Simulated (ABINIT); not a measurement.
Here is an ABINIT 10.8.3 (patched build) calculation.

Contents of run.abi:

```
ndtset 2

pp_dirpath "./"
pseudos "Pt_ONCV_PBE-1.2.upf, Fe_ONCV_PBE-1.2.upf"

acell 3*1.0
rprim
     5.1858791790     0.0000000000     0.0000000000
     0.0000000000     5.1858791790     0.0000000000
     0.0000000000     0.0000000000     7.0946157027
ntypat 2
znucl 78 26
natom 2
typat 1 2
chkprim 0
chksymtnons 0
tolsym 1.0e-6
xred
            1/2            1/2            1/2
            0.0            0.0            0.0

ecut 40.0
ecutsm 0.5

ngkpt 10 10 8
nshiftk 1
shiftk 0.0 0.0 0.0

ixc 11

nband 26
occopt 6
tsmear 0.136 eV

nsppol 2
spinat
     0.0000000000     0.0000000000     0.0000000000
     0.0000000000     0.0000000000     3.0000000000

nstep 80

prteig 0
prtebands 0
prtwf 0
prtden 0
prtpot 0

kptopt1 1
tolvrs1 1.0e-15
prtwf1 1
tolwfr1 1.0e-14
nbdbuf1 4
nline1 6

rfphon2 1
rfatpol2 1 2
rfdir2 1 1 1
getwfk2 1
kptopt2 2
nqpt2 1
qpt2 0.0 0.0 0.0
tolvrs2 1.0e-9
```

mrgddb.in

```
merged_DDB
FePt
2
runo_DS1_DDB
runo_DS2_DDB
```

Contents of anaddb.abi:

```
ddb_filepath "merged_DDB"
output_file "anaddb.abo"
outdata_prefix "ana"
asr 2
chneut 0
dipdip 0
dieflag 0
enunit 0
eivec 1
nph1l 1
qph1l 0.0 0.0 0.0 1.0
```

Potentials or basis: SG15 NC PBE v1.2.

Command:

```console
$ mpirun --bind-to none -np 4 abinit run.abi > log 2>&1
$ mrgddb < mrgddb.in > mrgddb.log 2>&1
$ anaddb anaddb.abi > anaddb.log 2>&1
```

(1) What does it give for the highest phonon frequency at Γ?

(2) Estimate the band gap on the k mesh.

(3) What does it give for the pressure?

Results:

(1) 230 cm⁻¹.

(2) none (metal or under the smearing width).

(3) 0.1 GPa.
